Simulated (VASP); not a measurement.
Method: PBE GGA, VASP's PBE PAW potentials (set 64) (plane waves; VASP).

VASP ran on this input.

File KPOINTS:
```
Automatic mesh
0
Gamma
8 8 8
0 0 0
```

**POSCAR**
```
ZrO2
1
    0.0000000000     2.5591991727     2.5591991727
    2.5591991727     0.0000000000     2.5591991727
    2.5591991727     2.5591991727     0.0000000000
Zr O
1 2
Direct
  0.0000000000   0.0000000000   0.0000000000
  0.2500000000   0.2500000000   0.2500000000
  0.7500000000   0.7500000000   0.7500000000
```

### INCAR
```
ALGO  =  Normal
EDIFF  =  1E-8
ENCUT  =  520
GGA  =  PE
IBRION  =  8
ISMEAR  =  0
LASPH  =  T
LCHARG  =  F
LEPSILON  =  T
LMAXMIX  =  4
LREAL  =  F
LWAVE  =  F
NELM  =  100
NSW  =  1
PREC  =  Accurate
SIGMA  =  0.01
SYSTEM  =  ZrO2
```

POTCAR, in this order: Zr_sv O (PBE.64 set). Program: vasp_std.

Output of the run:

**OSZICAR**
```
...
RMM:   9    -0.476527511329E+00   -0.14664E-04   -0.10787E-04  4280   0.153E-02    0.180E-03
RMM:  10    -0.476540220768E+00   -0.12709E-04   -0.76839E-05  4377   0.792E-03    0.985E-04
RMM:  11    -0.476547027418E+00   -0.68066E-05   -0.42488E-05  4452   0.421E-03    0.732E-04
RMM:  12    -0.476559340502E+00   -0.12313E-04   -0.29280E-05  4240   0.249E-03    0.217E-04
RMM:  13    -0.476559035216E+00    0.30529E-06   -0.16726E-05  4289   0.131E-03    0.557E-05
RMM:  14    -0.476558056813E+00    0.97840E-06   -0.11784E-05  3830   0.704E-04    0.893E-05
RMM:  15    -0.476558802632E+00   -0.74582E-06   -0.68897E-06  3308   0.398E-04    0.499E-05
RMM:  16    -0.476559183936E+00   -0.38130E-06   -0.48451E-06  2932   0.251E-04    0.386E-05
RMM:  17    -0.476559767038E+00   -0.58310E-06   -0.29651E-06  3111   0.192E-04    0.394E-06
 Linear response to external field, progress :
  Direction:   3
       N       E                     dE             d eps       ncg     rms          rms(c)
RMM:   1    -0.437244894776E+00   -0.43724E+00   -0.18687E+00  3986   0.446E+00
RMM:   2    -0.453613174853E+00   -0.16368E-01   -0.38399E-02  3738   0.996E-01    0.980E-01
RMM:   3    -0.451817193095E+00    0.17960E-02   -0.20010E-02  3549   0.930E-01    0.563E-01
RMM:   4    -0.468645882000E+00   -0.16829E-01   -0.94267E-03  3510   0.911E-01    0.127E-01
RMM:   5    -0.474839675162E+00   -0.61938E-02   -0.42500E-03  3951   0.336E-01    0.340E-02
RMM:   6    -0.475671419174E+00   -0.83174E-03   -0.85421E-04  4124   0.136E-01    0.269E-02
RMM:   7    -0.476235367490E+00   -0.56395E-03   -0.23690E-04  4073   0.665E-02    0.107E-02
RMM:   8    -0.476510620654E+00   -0.27525E-03   -0.24996E-04  4222   0.335E-02    0.789E-04
RMM:   9    -0.476527706636E+00   -0.17086E-04   -0.17336E-04  4274   0.152E-02    0.179E-03
RMM:  10    -0.476539986184E+00   -0.12280E-04   -0.10493E-04  4388   0.795E-03    0.101E-03
RMM:  11    -0.476546795505E+00   -0.68093E-05   -0.69242E-05  4448   0.421E-03    0.737E-04
RMM:  12    -0.476559689336E+00   -0.12894E-04   -0.42486E-05  4178   0.255E-03    0.272E-04
RMM:  13    -0.476559052698E+00    0.63664E-06   -0.28151E-05  4298   0.135E-03    0.447E-05
RMM:  14    -0.476558100646E+00    0.95205E-06   -0.17563E-05  3837   0.707E-04    0.830E-05
RMM:  15    -0.476558579178E+00   -0.47853E-06   -0.11627E-05  3138   0.389E-04    0.696E-05
RMM:  16    -0.476559137292E+00   -0.55811E-06   -0.72015E-06  3200   0.256E-04    0.401E-05
RMM:  17    -0.476559641130E+00   -0.50384E-06   -0.47078E-06  2816   0.183E-04    0.128E-05
RMM:  18    -0.476559915001E+00   -0.27387E-06   -0.27965E-06  2612   0.142E-04    0.867E-06
 Linear response DOF=           2
 Linear response progress:
  Degree of freedom:   1/  2
       N       E                     dE             d eps       ncg     rms          rms(c)
RMM:   1    -0.723878376652E+00   -0.72388E+00    0.18350E+00  2376   0.135E+01
RMM:   2    -0.685401843234E+00    0.38477E-01   -0.10215E-01  2940   0.240E+00    0.204E-01
RMM:   3    -0.686918891407E+00   -0.15170E-02   -0.32465E-02  3454   0.757E-01    0.790E-02
RMM:   4    -0.688603353274E+00   -0.16845E-02   -0.10437E-02  4202   0.333E-01    0.486E-02
RMM:   5    -0.688999590346E+00   -0.39624E-03   -0.76477E-04  4147   0.118E-01    0.216E-02
RMM:   6    -0.688953362627E+00    0.46228E-04   -0.17158E-04  4086   0.585E-02    0.129E-03
RMM:   7    -0.688946486349E+00    0.68763E-05   -0.38659E-05  4390   0.260E-02    0.207E-03
RMM:   8    -0.688946197466E+00    0.28888E-06   -0.30358E-05  4420   0.139E-02    0.956E-04
RMM:   9    -0.688949679620E+00   -0.34822E-05   -0.11877E-05  4418   0.773E-03    0.141E-04
RMM:  10    -0.688951803373E+00   -0.21238E-05   -0.75579E-06  4603   0.470E-03    0.263E-04
RMM:  11    -0.688951992971E+00   -0.18960E-06   -0.67318E-06  4719   0.296E-03    0.308E-04
RMM:  12    -0.688950005850E+00    0.19871E-05   -0.46016E-06  4384   0.210E-03    0.315E-04
RMM:  13    -0.688949679467E+00    0.32638E-06   -0.29526E-06  4513   0.155E-03    0.357E-04
RMM:  14    -0.688947252797E+00    0.24267E-05   -0.24101E-06  3988   0.138E-03    0.539E-04
RMM:  15    -0.688946561267E+00    0.69153E-06   -0.16989E-06  4554   0.969E-04    0.545E-04
RMM:  16    -0.688945486768E+00    0.10745E-05   -0.13257E-06  4195   0.803E-04    0.622E-04
RMM:  17    -0.688949912310E+00   -0.44255E-05   -0.10387E-06  4436   0.929E-04    0.370E-04
RMM:  18    -0.688951170664E+00   -0.12584E-05   -0.67183E-07  3988   0.533E-04    0.329E-04
RMM:  19    -0.688955129596E+00   -0.39589E-05   -0.47033E-07  4314   0.584E-04    0.195E-04
RMM:  20    -0.688959349881E+00   -0.42203E-05   -0.36399E-07  4425   0.521E-04    0.805E-05
RMM:  21    -0.688959392184E+00   -0.42302E-07   -0.24424E-07  4402   0.314E-04    0.193E-05
RMM:  22    -0.688959222744E+00    0.16944E-06   -0.20417E-07  4617   0.234E-04    0.221E-05
RMM:  23    -0.688959408499E+00   -0.18575E-06   -0.18845E-07  4246   0.193E-04    0.195E-05
RMM:  24    -0.688959897314E+00   -0.48882E-06   -0.13114E-07  3975   0.174E-04    0.681E-06
RMM:  25    -0.688959971429E+00   -0.74115E-07   -0.11867E-07  4603   0.140E-04    0.491E-06
RMM:  26    -0.688960063901E+00   -0.92472E-07   -0.82738E-08  4486   0.120E-04    0.342E-06
RMM:  27    -0.688960141544E+00   -0.77643E-07   -0.68747E-08  4386   0.105E-04    0.227E-06
RMM:  28    -0.688960237164E+00   -0.95620E-07   -0.47196E-08  4116   0.950E-05    0.507E-07
RMM:  29    -0.688960249741E+00   -0.12577E-07   -0.39736E-08  3655   0.837E-05    0.855E-07
RMM:  30    -0.688960291781E+00   -0.42040E-07   -0.24556E-08  3728   0.771E-05    0.332E-07
RMM:  31    -0.688960304205E+00   -0.12424E-07   -0.21711E-08  3057   0.701E-05    0.708E-07
RMM:  32    -0.688960289515E+00    0.14691E-07   -0.13329E-08  2568   0.650E-05    0.195E-06
RMM:  33    -0.688960288456E+00    0.10585E-08   -0.11575E-08  2315   0.608E-05    0.257E-06
 Linear response progress:
  Degree of freedom:   2/  2
       N       E                     dE             d eps       ncg     rms          rms(c)
RMM:   1    -0.376849458628E+00   -0.37685E+00    0.19741E-01  6540   0.398E+00
RMM:   2    -0.364495410190E+00    0.12354E-01   -0.15133E-02  5588   0.789E-01    0.197E-01
RMM:   3    -0.366278274296E+00   -0.17829E-02   -0.25991E-03  6034   0.299E-01    0.106E-01
RMM:   4    -0.368371010420E+00   -0.20927E-02   -0.89693E-04  5759   0.205E-01    0.246E-02
RMM:   5    -0.368554253123E+00   -0.18324E-03   -0.39563E-04  6840   0.773E-02    0.830E-03
RMM:   6    -0.368596579198E+00   -0.42326E-04   -0.50249E-05  7086   0.280E-02    0.518E-03
RMM:   7    -0.368575856854E+00    0.20722E-04   -0.95337E-06  6805   0.134E-02    0.173E-03
RMM:   8    -0.368584047161E+00   -0.81903E-05   -0.14950E-05  7342   0.640E-03    0.870E-04
RMM:   9    -0.368590754484E+00   -0.67073E-05   -0.72225E-06  7510   0.315E-03    0.505E-04
RMM:  10    -0.368592931623E+00   -0.21771E-05   -0.33572E-06  7196   0.176E-03    0.246E-04
RMM:  11    -0.368591917222E+00    0.10144E-05   -0.20394E-06  7661   0.102E-03    0.317E-05
RMM:  12    -0.368591842753E+00    0.74470E-07   -0.21542E-06  7846   0.532E-04    0.324E-05
RMM:  13    -0.368592007687E+00   -0.16493E-06   -0.12546E-06  7591   0.306E-04    0.113E-05
RMM:  14    -0.368591925603E+00    0.82084E-07   -0.73870E-07  7818   0.189E-04    0.104E-05
RMM:  15    -0.368591988097E+00   -0.62495E-07   -0.50555E-07  7529   0.129E-04    0.376E-06
RMM:  16    -0.368591995111E+00   -0.70134E-08   -0.31538E-07  7924   0.966E-05    0.229E-06
RMM:  17    -0.368592007822E+00   -0.12711E-07   -0.19690E-07  7281   0.791E-05    0.214E-06
RMM:  18    -0.368592015153E+00   -0.73311E-08   -0.14294E-07  7332   0.701E-05    0.117E-06
RMM:  19    -0.368592011052E+00    0.41019E-08   -0.87113E-08  6525   0.651E-05    0.122E-06
 Linear response finished
```

File OUTCAR:
```
------------------------ aborting loop because EDIFF is reached ----------------------------------------

 HEAD OF MICROSCOPIC STATIC DIELECTRIC TENSOR (INDEPENDENT PARTICLE, excluding Hartree and local field effects)
 ------------------------------------------------------
           5.936913    -0.000000     0.000000
           0.000000     5.936913    -0.000000
          -0.000000     0.000000     5.936913
 ------------------------------------------------------

 MACROSCOPIC STATIC DIELECTRIC TENSOR (including local field effects in DFT)
 ------------------------------------------------------
           5.818643     0.000000     0.000000
           0.000000     5.818643    -0.000000
           0.000000     0.000000     5.818643
 ------------------------------------------------------

 PIEZOELECTRIC TENSOR (including local field effects)  for field in x, y, z        (e  Angst)
          XX          YY          ZZ          XY          YZ          ZX
  --------------------------------------------------------------------------------
  x     0.00000     0.00000     0.00000     0.00000     0.00000     0.00000
  y     0.00000     0.00000     0.00000     0.00000     0.00000     0.00000
  z     0.00000     0.00000     0.00000     0.00000     0.00000     0.00000

 PIEZOELECTRIC TENSOR (including local field effects)  for field in x, y, z        (C/m^2)
          XX          YY          ZZ          XY          YZ          ZX
  --------------------------------------------------------------------------------
  x     0.00000     0.00000     0.00000     0.00000     0.00000     0.00000
  y     0.00000     0.00000     0.00000     0.00000     0.00000     0.00000
  z     0.00000     0.00000     0.00000     0.00000     0.00000     0.00000

 BORN EFFECTIVE CHARGES (including local field effects) (in |e|, cummulative output)
 ---------------------------------------------------------------------------------
 ion    1
    1     5.74993    -0.00000     0.00000
    2     0.00000     5.74993     0.00000
    3     0.00000     0.00000     5.74993
 ion    2
    1    -2.87496     0.00000     0.00000
    2     0.00000    -2.87496     0.00000
    3     0.00000     0.00000    -2.87496
 ion    3
    1    -2.87496     0.00000     0.00000
    2     0.00000    -2.87496     0.00000
    3     0.00000     0.00000    -2.87496

   1 f  =   16.451414 THz   103.367284 2PiTHz  548.760111 cm-1    68.037552 meV
             X         Y         Z           dx          dy          dz
      0.000000  0.000000  0.000000    -0.000000   -0.000000   -0.000000
      1.279600  1.279600  1.279600    -0.707016    0.011315   -0.000000
      3.838799  3.838799  3.838799     0.707016   -0.011315    0.000000

   2 f  =   16.451414 THz   103.367284 2PiTHz  548.760111 cm-1    68.037552 meV
             X         Y         Z           dx          dy          dz
      0.000000  0.000000  0.000000     0.000000    0.000000    0.000000
      1.279600  1.279600  1.279600     0.000000    0.000000   -0.707107
      3.838799  3.838799  3.838799    -0.000000   -0.000000    0.707107

   3 f  =   16.451414 THz   103.367284 2PiTHz  548.760111 cm-1    68.037552 meV
             X         Y         Z           dx          dy          dz
      0.000000  0.000000  0.000000     0.000000    0.000000    0.000000
      1.279600  1.279600  1.279600    -0.011315   -0.707016    0.000000
      3.838799  3.838799  3.838799     0.011315    0.707016    0.000000

   4 f  =    6.576045 THz    41.318508 2PiTHz  219.353245 cm-1    27.196324 meV
             X         Y         Z           dx          dy          dz
      0.000000  0.000000  0.000000    -0.508108    0.042104   -0.007360
      1.279600  1.279600  1.279600     0.606135   -0.050227    0.008780
      3.838799  3.838799  3.838799     0.606135   -0.050227    0.008780

   5 f  =    6.576045 THz    41.318508 2PiTHz  219.353245 cm-1    27.196324 meV
             X         Y         Z           dx          dy          dz
      0.000000  0.000000  0.000000    -0.040666   -0.449184    0.237867
      1.279600  1.279600  1.279600     0.048512    0.535843   -0.283758
      3.838799  3.838799  3.838799     0.048512    0.535843   -0.283758

   6 f  =    6.576045 THz    41.318508 2PiTHz  219.353245 cm-1    27.196324 meV
             X         Y         Z           dx          dy          dz
      0.000000  0.000000  0.000000     0.013158    0.237617    0.450961
      1.279600  1.279600  1.279600    -0.015696   -0.283459   -0.537963
      3.838799  3.838799  3.838799    -0.015696   -0.283459   -0.537963

   7 f/i=    0.002332 THz     0.014650 2PiTHz    0.077775 cm-1     0.009643 meV
             X         Y         Z           dx          dy          dz
      0.000000  0.000000  0.000000    -0.011303    0.019437    0.859938
      1.279600  1.279600  1.279600    -0.004737    0.008147    0.360432
      3.838799  3.838799  3.838799    -0.004737    0.008147    0.360432

   8 f/i=    0.002332 THz     0.014650 2PiTHz    0.077775 cm-1     0.009643 meV
             X         Y         Z           dx          dy          dz
      0.000000  0.000000  0.000000     0.510189   -0.692248    0.022353
      1.279600  1.279600  1.279600     0.213839   -0.290147    0.009369
      3.838799  3.838799  3.838799     0.213839   -0.290147    0.009369

   9 f/i=    0.002332 THz     0.014650 2PiTHz    0.077775 cm-1     0.009643 meV
             X         Y         Z           dx          dy          dz
      0.000000  0.000000  0.000000     0.692517    0.510308   -0.002432
      1.279600  1.279600  1.279600     0.290260    0.213889   -0.001020
      3.838799  3.838799  3.838799     0.290260    0.213889   -0.001020

 MACROSCOPIC STATIC DIELECTRIC TENSOR IONIC CONTRIBUTION
 ------------------------------------------------------
          42.547176    -0.000000     0.000000
          -0.000000    42.547176     0.000000
           0.000000     0.000000    42.547176
 ------------------------------------------------------

 ELASTIC MODULI CONTR FROM IONIC RELAXATION (kBar)
 Direction    XX          YY          ZZ          XY          YZ          ZX
 --------------------------------------------------------------------------------
 XX          -0.0000      0.0000      0.0000      0.0000     -0.0000      0.0000
...
```
(Selected blocks of OUTCAR.)

The compound is ZrO2 in the fluorite structure, the high-temperature cubic form, which is unstable at 0 K; the monoclinic form is the stable one. It was relaxed first.
